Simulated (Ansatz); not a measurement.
The elements of this relaxed trial crystal are hidden behind letters.

```
lattice vectors (Å)
   0.0000    2.2406    2.2406
   2.2406    0.0000    2.2406
   2.2406    2.2406    0.0000
fractional positions
X 0.0000 0.0000 0.0000
Z 0.2500 0.2500 0.2500
```

The calculation used Ansatz, DFT PBE, scalar-relativistic, plane waves, PAW. Cutoff 420 eV, Γ-centred 22×22×22 mesh (2-atom cell), Gaussian smearing of 0.10 eV, collinear spin.

* Space group: F-43m (No. 216)
* Conventional cell: a = 4.481 Å
* Volume per atom: 11.25 Å³
* Density: 5.51 g/cm³
* Energy over the elements: −0.56 eV/atom
* Gap on the 22×22×22 mesh of the 2-atom cell: 0 eV (a metal)
* Net moment per atom: 0.97 μB

Energies are uncorrected and count from the elements' standard states at the same level.

Question: X is a d-block element of period 4 and Z is a p-block element of period 2. Which elements are they?

Answer: X = Ni, Z = O, so the formula is NiO, here in the zinc blende type. Density times volume gives a mean mass of 5.51 × 11.25/1.6605 = 37.3 u per atom, and this set has 37.3 u. Around Ni lie 4 O at 1.94 Å; O has 4 Ni at 1.94 Å. Other sets within the hints have nearly the same mass, so mass alone doesn't settle it; this one was computed.

In such compounds of Ni a zero gap at this level may well be an artefact, since no Hubbard U is applied. The magnetic state reached may not be the lowest. A structure relaxed within its symmetry needn't be a true minimum.
